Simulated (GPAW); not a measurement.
Runs of GPAW 26.7.0 on GaN. It takes space group F-43m (No. 216, cubic). The conventional cell has a = 4.507 Å, b = 4.507 Å, c = 4.507 Å, α = 90.00°, β = 90.00°, γ = 90.00°. Around Ga (site symmetry -43m) lie 4 N at 1.95 Å. N (site symmetry -43m) has 4 Ga at 1.95 Å as nearest neighbours. The cell is a database's computed one.

```csv
task,level,potentials or basis,spin,k mesh,cutoff (eV),maxiter,band path,band points,spin axis theta (degrees),spin axis phi (degrees),mesh quality,gap on the mesh (eV),V0 of scaled cells (Å³/atom),B0 (GPa)
band structure,vdW-DF2,"GPAW PAW data sets (gpaw-data 1.2.1), pw","SOC, no magnetisation",10 × 10 × 10,800,150,"GXWKGLUWLK,UX",100,0,0,not flagged,1.98,-,-
band structure,C09-vdW,"GPAW PAW data sets (gpaw-data 1.2.1), pw","SOC, no magnetisation",10 × 10 × 10,800,150,"GXWKGLUWLK,UX",80,90,45,not flagged,(b),-,-
single point,HSE06,"GPAW PAW data sets (gpaw-data 1.2.1), pw",off,5 × 5 × 5,600,60,-,-,-,-,coarse,(a),-,-
equation of state,LDA,"PAW data sets generated in the run's folder for this functional, pw",off,10 × 10 × 10,800,150,-,-,-,-,not flagged,-,11.52,213
equation of state,revPBE+D3,"the program's PAW data sets (release 1.2.1) made for this functional, pw",off,10 × 10 × 10,800,150,-,-,-,-,not flagged,-,11.97,189
```

Alike in all rows: cell as given; smearing fermi-dirac 0.05 eV.

Problem. Fill in the values left out.

Solution. (a) 3.03; (b) 1.86.

Caveats: some runs use coarse meshes; the PAW data sets were made with another functional, which shifts forces and pressure a little (some runs); spin-orbit coupling was added after a scalar SCF, so levels and gaps hold it while energy, forces, pressure and moments don't (some runs); this program's spin-orbit splittings come out too wide for heavy elements (some runs); the data sets keep Ga 3d, Li 1s and Be 1s frozen, and some such compounds lay over 1.5 % in volume off other programs (some runs).

A k mesh can miss the band edges, and rows without SOC leave out spin-orbit coupling on Ga.
